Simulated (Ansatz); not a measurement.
# TaN: the cost of one run

Program: Ansatz 0.2.0. Level of theory: DFT PBE, scalar-relativistic, plane waves, PAW. These are calculated values, not measurements.

1 further run of the same task is left out (set aside as unsound or not needed). Runs told in other sessions of the task aren't counted.

## 1. The structure to begin with

The structure is hexagonal, space group P6_3mc (No. 186). Conventional cell: a = 3.152 Å, b = 3.152 Å, c = 6.103 Å, α = 90.00°, β = 90.00°, γ = 120.00°. Around Ta (site symmetry 3m) lie 4 N at 1.98 to 2.11 Å. N (site symmetry 3m) is surrounded by 4 Ta at 1.98 to 2.11 Å.

As a file:

```cif
data_structure
_symmetry_space_group_name_H-M 'P6_3mc'
_symmetry_Int_Tables_number 186
_cell_length_a 3.1519
_cell_length_b 3.1519
_cell_length_c 6.1026
_cell_angle_alpha 90.000
_cell_angle_beta 90.000
_cell_angle_gamma 120.000
_cell_volume 52.51
loop_
_atom_site_label
_atom_site_type_symbol
_atom_site_symmetry_multiplicity
_atom_site_Wyckoff_symbol
_atom_site_fract_x
_atom_site_fract_y
_atom_site_fract_z
_atom_site_occupancy
Ta1 Ta 2 b 0.33333 0.66667 0.03049 1
N1 N 2 b 0.33333 0.66667 0.35451 1
```

It is the result of an earlier relaxation at this level (volume 13.13 Å³/atom; gap on the mesh: none (metal)).

## 4. Plan of the scan

The energy is mapped over two homogeneous strains (x along [1 0 0], y along [1 2 0], z along [0 0 1] of the conventional cell).

The axes are (1) strain +e along x and -e along y: 5 values from −15.0 %; (2) strain +e along z and -e/2 along x and y: 5 values from −15.0 %.

Nothing else is relaxed (fractional coordinates fixed). Energies count from the relaxed crystal. Points are written as (first, second).

(The set-up runs are not shown.)

## 5. Grid point (0.0 %, −15.0 %)

The input, input.yaml:

```yaml
crystal:
  lattice:
    - [3.3883429797, 0.0, 0.0]
    - [-1.6941714899, 2.9343910972, 0.0]
    - [0.0, 0.0, 5.1872384312]
  atoms:
    - { symbol: Ta, position: [0.3333333333, 0.6666666667, 0.0304880884] }
    - { symbol: Ta, position: [0.6666666667, 0.3333333333, 0.5304880884] }
    - { symbol: "N", position: [0.3333333333, 0.6666666667, 0.3545119116] }
    - { symbol: "N", position: [0.6666666667, 0.3333333333, 0.8545119116] }
basis:
  ecutwfc: 520.0
kpoints:
  mp_grid: { grid: [15, 15, 8] }
hamiltonian:
  xc: pbe
  pseudopotentials: { kind: paw, azcp: { folder: soft_1 } }
scf:
  occupations: { method: gaussian, width: 0.15 }
output:
  forces: true
  stress: true
  eigenvalues: true
```

Command:

```bash
$ ansatz run input.yaml --threads 2 --pin off --max-ram 4096MiB --backend cpu --events-out ev --progress --plain --runs-dir out
```

**Question.** How long does this run take on 2 threads of Arm Neoverse N1, shared host, and how much memory does it need?

About 17 s, with a peak of 0.48 GiB.
